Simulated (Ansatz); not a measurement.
**BAs: equation of state with exchange-only PBE**

BAs:

```
CELL_PARAMETERS angstrom
0.00000 2.38850 2.38850
2.38850 0.00000 2.38850
2.38850 2.38850 0.00000
ATOMIC_POSITIONS crystal
As 0.75000 0.75000 0.75000
B 0.00000 0.00000 0.00000
```

```json
{
  "Program": "Ansatz 0.2.0",
  "Task": "equation of state",
  "Functional": "exchange-only PBE",
  "Potentials or basis": "Ansatz PAW",
  "Cutoff": "420 eV",
  "Density cutoff": "1680 eV",
  "k mesh": "10 × 10 × 10",
  "Occupations": "fermi-dirac, width 0.05 eV",
  "Spin": "no spin polarisation"
}
```

The equilibrium volume is 15.61 Å³/atom (rough: see the caveat) and the bulk modulus is 95 GPa (rough).

Energy against volume, from the lowest point:
| volume (Å³/atom) | energy (meV/atom) |
| --- | --- |
| 12.809 | 180.19 |
| 13.081 | 135.35 |
| 13.354 | 97.21 |
| 13.626 | 65.09 |
| 13.899 | 38.52 |
| 14.171 | 16.97 |
| 14.444 | 0.00 |

All runs of the series together: 6.1 s on 2 threads of AMD EPYC 7B13 (Zen 3), with other jobs on the host.

Caveat: the potentials were made for another functional, which shifts forces and pressure; the minimum lies outside the volumes run.
